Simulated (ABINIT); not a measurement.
The system is Se.

```
CELL_PARAMETERS angstrom
4.36620 0.00000 0.00000
-2.18310 3.78124 0.00000
0.00000 0.00000 4.95360
ATOMIC_POSITIONS crystal
Se 0.77460 0.77460 0.00000
Se 0.00000 0.22540 0.66667
Se 0.22540 0.00000 0.33333
```

```yaml
Program: ABINIT 10.8.3 (patched build)
Task: relaxation of cell and atoms
Functional: LDA
Potentials_or_basis: JTH PAW LDA v2.0
Cutoff: 408 eV
k_mesh: 5 × 5 × 4
Occupations: fermi-dirac, width 0.05 eV
Spin: no spin polarisation
```

At the start: pressure -1.2 GPa; volume 27.26 Å³/atom.

**Question.** Where does the relaxation end?

**Answer.** Over 15 steps the energy falls by 53.5 meV/atom and the volume is 22.96 Å³/atom (-15.8 %); space group P3_121 (No. 152, to 0.05 Å).

The path:
| step | energy change (eV) | largest force (eV/Å) | pressure (GPa) | volume (Å³) |
| --- | --- | --- | --- | --- |
| 1 | 0.0000 | 0.2442 | -1.24 | 81.78 |
| 2 | -0.0049 | 0.2422 | -1.21 | 81.47 |
| 3 | 0.0965 | 0.3775 | 11.40 | 59.94 |
| 4 | -0.1021 | 0.1571 | -0.40 | 74.66 |
| 5 | -0.1283 | 0.1434 | 0.46 | 71.67 |
| 6 | -0.1390 | 0.1012 | 1.73 | 68.35 |
| 7 | -0.1435 | 0.0624 | 1.23 | 68.80 |
| 8 | -0.1530 | 0.0890 | -0.10 | 69.30 |
| 9 | -0.1544 | 0.1161 | -0.28 | 69.16 |
| 10 | -0.1561 | 0.1276 | -0.38 | 68.94 |
| 11 | -0.1581 | 0.1113 | -0.38 | 68.78 |
| 12 | -0.1599 | 0.0598 | -0.24 | 68.76 |
| 13 | -0.1605 | 0.0108 | -0.06 | 68.85 |
| 14 | -0.1606 | 0.0003 | 0.00 | 68.88 |
| 15 | -0.1606 | 0.0000 | 0.00 | 68.89 |

Final structure:
```yaml
crystal:
  lattice:
    - [3.94048, 0.00000, 0.00000]
    - [-1.97024, 3.41256, 0.00000]
    - [0.00000, 0.00000, 5.12279]
  atoms:
    - { symbol: Se, position: [0.74378, 0.74378, 0.00000] }
    - { symbol: Se, position: [0.00000, 0.25622, 0.66667] }
    - { symbol: Se, position: [0.25622, 0.00000, 0.33333] }
```

Caveat: the volume moved by over 15 % at a fixed basis, so the end points are rough; the volume moved by -16 % from the deposited cell, more than functionals usually miss.
